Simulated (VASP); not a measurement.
# AlN (P6_3/mmc) in VASP: single point with r2SCAN

Aim: the single point of AlN with r2SCAN.

Program: VASP 6.6.1. These are calculated values, not measurements. Logs are shortened: lines on timing, memory, paths and dates and some standing lists are left out, and cuts for length are marked.

## 1. Starting point

Symmetry: P6_3/mmc, No. 194, hexagonal system. The conventional cell has a = 3.301 Å, b = 3.301 Å, c = 4.140 Å, α = 90.00°, β = 90.00°, γ = 120.00°. Around Al (site symmetry -6m2) lie 5 N at 1.91 to 2.07 Å. Around N (site symmetry -6m2) lie 5 Al at 1.91 to 2.07 Å.

Measurements of this composition are mostly on another form, of space group No. 186.

## 2. Single point, r2SCAN

POSCAR

```
AlN
1.0
    3.3014697576      0.0000000000      0.0000000000
   -1.6507348788      2.8591566799      0.0000000000
    0.0000000000      0.0000000000      4.1398709542
Al N
2 2
Direct
    0.3333333333      0.6666666667      0.7500000000
    0.6666666667      0.3333333333      0.2500000000
    0.3333333333      0.6666666667      0.2500000000
    0.6666666667      0.3333333333      0.7500000000
```

INCAR.step1

```
SYSTEM = AlN
  ALGO = Normal
  EDIFF = 1E-4
  ENCUT = 520
  GGA = PE
  ISMEAR = 0
  LASPH = .TRUE.
  LCHARG = .FALSE.
  LREAL = .FALSE.
  LWAVE = .TRUE.
  NBANDS = 16
  NELM = 100
  PREC = Accurate
  SIGMA = 0.02
```

INCAR.step2

```
SYSTEM = AlN
  ALGO = Normal
  EDIFF = 1E-7
  ENCUT = 520
  ISIF = 2
  ISMEAR = 0
  ISTART = 1
  LASPH = .TRUE.
  LCHARG = .FALSE.
  LMIXTAU = .TRUE.
  LREAL = .FALSE.
  LWAVE = .FALSE.
  METAGGA = R2SCAN
  NBANDS = 16
  NELM = 100
  PREC = Accurate
  SIGMA = 0.02
```

KPOINTS

```
k-points
0
G
  9 9 6
  0 0 0
```

Potentials or basis: VASP PAW PBE potentials, release 64 (Al, N).

Launch:

```console
> cat potpaw_PBE.64/Al/POTCAR potpaw_PBE.64/N/POTCAR > POTCAR
> cp INCAR.step1 INCAR
> mpirun -np 1 vasp_std > vasp.out
> cp INCAR.step2 INCAR
> mpirun -np 1 vasp_std > vasp.out
```

OUTCAR:

```text
SYSTEM = AlN
   EDIFF = 1E-7
   ENCUT = 520
   ISIF = 2
   ISMEAR = 0
   ISTART = 1
   LASPH = .TRUE.
   LREAL = .FALSE.
   METAGGA = R2SCAN
   NELM = 100
   PREC = Accurate

 ion  position               nearest neighbor table
   1  0.333  0.667  0.750-   4 1.91   4 1.91   4 1.91   3 2.07   3 2.07   2 2.81   2 2.81   2 2.81
                             2 2.81   2 2.81   2 2.81
   2  0.667  0.333  0.250-   3 1.91   3 1.91   3 1.91   4 2.07   4 2.07   1 2.81   1 2.81   1 2.81
                             1 2.81   1 2.81   1 2.81
   3  0.333  0.667  0.250-   2 1.91   2 1.91   2 1.91   1 2.07   1 2.07
   4  0.667  0.333  0.750-   1 1.91   1 1.91   1 1.91   2 2.07   2 2.07

  LATTYP: Found a hexagonal cell.
 ALAT       =     3.3014697576
 C/A-ratio  =     1.2539478651

  Lattice vectors:

 A1 = (   3.3014697576,   0.0000000000,   0.0000000000)
 A2 = (  -1.6507348788,   2.8591566799,   0.0000000000)
 A3 = (   0.0000000000,   0.0000000000,   4.1398709542)

Analysis of symmetry for initial positions (statically):
=====================================================================
 Subroutine PRICEL returns:
 Original cell was already a primitive cell.

 Routine SETGRP: Setting up the symmetry group for a
 hexagonal supercell.

 Subroutine GETGRP returns: Found 24 space group operations
 (whereof 12 operations were pure point group operations)
 out of a pool of 24 trial point group operations.

The static configuration has the point symmetry D_3d.
 The point group associated with its full space group is D_6h.

Analysis of symmetry for dynamics (positions and initial velocities):
=====================================================================
 Subroutine PRICEL returns:
 Original cell was already a primitive cell.

 Routine SETGRP: Setting up the symmetry group for a
 hexagonal supercell.

 Subroutine GETGRP returns: Found 24 space group operations
 (whereof 12 operations were pure point group operations)
 out of a pool of 24 trial point group operations.

The dynamic configuration has the point symmetry D_3d.
 The point group associated with its full space group is D_6h.

 Subroutine INISYM returns: Found 24 space group operations
 (whereof 12 operations are pure point group operations),
 and found     1 'primitive' translations

----------------------------------------------------------------------------------------

                                     Primitive cell

  volume of cell :      39.0780

  direct lattice vectors                    reciprocal lattice vectors
     3.301469758  0.000000000  0.000000000     0.302895399  0.174876740  0.000000000
    -1.650734879  2.859156680  0.000000000     0.000000000  0.349753480  0.000000000
     0.000000000  0.000000000  4.139870954     0.000000000  0.000000000  0.241553423

  length of vectors
     3.301469758  3.301469758  4.139870954     0.349753480  0.349753480  0.241553423

  position of ions in fractional coordinates (direct lattice)
     0.333333333  0.666666667  0.750000000
     0.666666667  0.333333333  0.250000000
     0.333333333  0.666666667  0.250000000
     0.666666667  0.333333333  0.750000000

  ion indices of the primitive-cell ions
   primitive index   ion index
                 1           1
                 2           2
                 3           3
                 4           4

----------------------------------------------------------------------------------------

 KPOINTS: k-points

Automatic generation of k-mesh.
 Grid dimensions read from file:
 generate k-points for:    9    9    6

 Generating k-lattice:

  Cartesian coordinates                     Fractional coordinates (reciprocal lattice)
     0.033655044  0.019430749  0.000000000     0.111111111  0.000000000  0.000000000
     0.000000000  0.038861498  0.000000000     0.000000000  0.111111111  0.000000000
     0.000000000  0.000000000  0.040258904     0.000000000  0.000000000  0.166666667

  Length of vectors
     0.038861498  0.038861498  0.040258904

  Shift w.r.t. Gamma in fractional coordinates (k-lattice)
     0.000000000  0.000000000  0.000000000

 Subroutine IBZKPT returns following result:
 ===========================================

 Found     48 irreducible k-points:

 Following reciprocal coordinates:
            Coordinates               Weight
  0.000000  0.000000  0.000000      1.000000
  0.111111  0.000000  0.000000      6.000000
  0.222222  0.000000  0.000000      6.000000
  0.333333  0.000000  0.000000      6.000000
  0.444444  0.000000  0.000000      6.000000
  0.111111  0.111111  0.000000      6.000000
[... 16 lines left out ...]
  0.333333  0.222222  0.166667     24.000000
  0.333333  0.333333  0.166667      4.000000
 [... further k-points ...]
   k-points           NKPTS =     48   k-points in BZ     NKDIM =     48   number of bands    NBANDS=     16
   number of dos      NEDOS =    301   number of ions     NIONS =      4
   total plane-waves  NPLWV =  25088
   dimension x,y,z NGX =    28 NGY =   28 NGZ =   32
   dimension x,y,z NGXF=    56 NGYF=   56 NGZF=   64
   ions per type =               2   2
   NGX,Y,Z   is equivalent  to a cutoff of  14.10, 14.10, 12.85 a.u.
   NGXF,Y,Z  is equivalent  to a cutoff of  28.20, 28.20, 25.70 a.u.
 SYSTEM =  AlN
   PREC   = accura    normal or accurate (medium, high low for compatibility)
   ISTART =      1    job   : 0-new  1-cont  2-samecut
   ICHARG =      0    charge: 1-file 2-atom 10-const
   ISPIN  =      1    spin polarized calculation?
   LNONCOLLINEAR =      F non collinear calculations
   LSORBIT =      F    spin-orbit coupling
   LASPH  =      T    aspherical Exc in radial PAW
   ENCUT  =  520.0 eV  38.22 Ry    6.18 a.u.   6.14  6.14  7.70*2*pi/ulx,y,z
   NELM   =    100;   NELMIN=  2; NELMDL=  0     # of ELM steps
   EDIFF  = 0.1E-06   stopping-criterion for ELM
   LREAL  =      F    real-space projection
   EDIFFG = 0.1E-05   stopping-criterion for IOM
   NSW    =      0    number of steps for IOM
   IBRION =     -1    ionic relax: 0-MD 1-quasi-New 2-CG
   NFREE  =      0    steps in history (QN), initial steepest desc. (CG)
   ISIF   =      2    stress and relaxation
   ISYM   =      2    0-nonsym 1-usesym 2-fastsym
   POTIM  = 0.5000    time-step for ionic-motion
   TEBEG  =    0.0;   TEEND  =   0.0 temperature during run
   PSTRESS=    0.0 pullay stress
   NELECT =      16.0000    total number of electrons
   NUPDOWN=      -1.0000    fix difference up-down
   EMIN   =  10.00;   EMAX   =-10.00  energy-range for DOS
   EFERMI =   0.00;   METHOD = LEGACY
   ISMEAR =     0;   SIGMA  =   0.02  broadening in eV -4-tet -1-fermi 0-gaus
   EFERMI_NEDOS =   21; number of points for ismear=-14 and -15
   IALGO  =     38    algorithm
   IMIX   =      4    mixing-type and parameters
     AMIX     =   0.40;   BMIX     =  1.00
     AMIX_MAG =   1.60;   BMIX_MAG =  1.00
  volume/ion in A,a.u.               =       9.77        65.93
  Fermi-wavevector in a.u.,A,eV,Ry     =   1.215638  2.297222 20.106347  1.477775
  Thomas-Fermi vector in A             =   2.351018
   LORBIT       =      0    0 simple, 1 ext, 2 COOP (PROOUT), +10 PAW based schemes
   METAGGA = R2SCAN    functional components
   LHFCALC =     F    Hartree Fock is set to
   AEXX    =    0.0000 exact exchange contribution
   IVDW    =     0    specifies the selected vdW correction
   LEPSILON=     F    determine dielectric tensor
   LRPA    =     F    only Hartree local field effects (RPA)
 non-spin polarized calculation
 Gauss-broadening in eV      SIGMA  =   0.02
  energy-cutoff  :      520.00
  volume of cell :       39.08
 maximum number of plane-waves:      1074
 NGX is ok and might be reduce to    28
   NGX = 13   NGY = 13   NGZ = 15

 number of electron      16.0000001 magnetization

 Free energy of the ion-electron system (eV)
  ---------------------------------------------------
  ext. energy  EPLUGINS =         0.00000000
  ---------------------------------------------------
  free energy    TOTEN  =       -38.00971987 eV

  energy without entropy =      -38.00971987  energy(sigma->0) =      -38.00971987

 E-fermi :   8.0993     XC(G=0): -11.7780

 val. band max:        7.9323481178   @ k =   0.0000   0.0000   0.0000
 cond. band min:      11.9501204132   @ k =   0.0000   0.0000   0.0000
 fundamental gap:      4.0177722954
 Fermi energy:         8.0992682480

 k-point     1 :       0.0000    0.0000    0.0000
  band No.  band energies     occupation
      1      -9.8346      2.00000
      2      -6.0866      2.00000
      3       0.8057      2.00000
      4       4.4720      2.00000
      5       4.4720      2.00000
      6       6.2427      2.00000
[... 8 lines left out ...]
     15      20.6703      0.00000
     16      20.6703      0.00000

 k-point     2 :       0.1111    0.0000    0.0000
  band No.  band energies     occupation
      1      -9.6920      2.00000
      2      -6.0899      2.00000
      3       0.9616      2.00000
      4       3.9893      2.00000
      5       4.2684      2.00000
      6       5.7682      2.00000
[... 8 lines left out ...]
     15      20.0785      0.00000
     16      20.6315      0.00000

 k-point     3 :       0.2222    0.0000    0.0000
  band No.  band energies     occupation
      1      -9.2838      2.00000
      2      -6.1429      2.00000
      3       1.4156      2.00000
      4       2.9258      2.00000
      5       3.8522      2.00000
      6       4.8805      2.00000
[... 8 lines left out ...]
     15      19.1616      0.00000
     16      21.5193      0.00000
[... 362 lines left out ...]
 k-point    23 :       0.3333    0.2222    0.1667
  band No.  band energies     occupation
      1      -7.6726      2.00000
      2      -6.8632      2.00000
      3       1.1951      2.00000
      4       1.9877      2.00000
      5       2.7762      2.00000
      6       4.6081      2.00000
[... 8 lines left out ...]
     15      20.7396      0.00000
     16      22.5684      0.00000

 k-point    24 :       0.3333    0.3333    0.1667
  band No.  band energies     occupation
      1      -7.2180      2.00000
      2      -7.2180      2.00000
      3       1.1872      2.00000
      4       2.2332      2.00000
      5       2.2332      2.00000
      6       4.8710      2.00000
[... 8 lines left out ...]
     15      20.1130      0.00000
     16      22.2961      0.00000

 [... further k-points ...]

------------------------ aborting loop because EDIFF is reached ----------------------------------------

  FORCE on cell =-STRESS in cart. coord.  units (eV):
  Direction    XX          YY          ZZ          XY          YZ          ZX
  --------------------------------------------------------------------------------------
  -------------------------------------------------------------------------------------
  Total       -0.5127086     -0.5127086     -0.4410353      0.0000000     -0.0000000      0.0000000
  in kB      -21.0207929    -21.0207929    -18.0822261      0.0000000     -0.0000000      0.0000000
  external PRESSURE =     -20.0412706 kB  Pullay stress =       0.0000000 kB

 VOLUME and BASIS-vectors are now :
 -----------------------------------------------------------------------------
  energy-cutoff  :      520.00
  volume of cell :       39.08
      direct lattice vectors                 reciprocal lattice vectors
     3.301469758  0.000000000  0.000000000     0.302895399  0.174876740  0.000000000
    -1.650734879  2.859156680  0.000000000     0.000000000  0.349753480  0.000000000
     0.000000000  0.000000000  4.139870954     0.000000000  0.000000000  0.241553423

 POSITION                                       TOTAL-FORCE (eV/Angst)
 -----------------------------------------------------------------------------------
     -0.00000      1.90610      3.10490        -0.000000      0.000000      0.000000
      1.65073      0.95305      1.03497         0.000000      0.000000      0.000000
     -0.00000      1.90610      1.03497         0.000000      0.000000      0.000000
      1.65073      0.95305      3.10490         0.000000      0.000000      0.000000
 -----------------------------------------------------------------------------------
    total drift:                               -0.000000     -0.000000     -0.000000

  FREE ENERGIE OF THE ION-ELECTRON SYSTEM (eV)
  ---------------------------------------------------
  free  energy   TOTEN  =       -38.0097198726 eV

  energy  without entropy=      -38.0097198726  energy(sigma->0) =      -38.00971987
```

Wall time 2.8 min (1 thread of AMD EPYC 7R43 (Zen 3), shared host); peak memory 0.14 GiB.

What came out:

```yaml
Free_energy: -38.0097 eV
Pressure: -2.0 GPa
Band_gap_on_the_k_mesh: 4.02 eV, direct
```

Levels at points of the mesh, in eV from the valence-band top:
```
           k point  band 4  band 5  band 6  band 7  band 8  band 9  band 10  band 11  band 12  band 13
(0.00, 0.00, 0.00)   -3.46   -3.46   -1.69   -1.69    0.00    4.02     5.35     9.12     9.12    12.32
(0.00, 0.00, 0.50)   -3.85   -2.62   -2.62   -2.62   -2.62    6.46     6.46     9.24     9.24     9.24
```

Caveat: the PAW data sets were made with another functional, which shifts forces and pressure a little. r2SCAN opens gaps a little over a GGA but as a rule still falls short of measured ones.
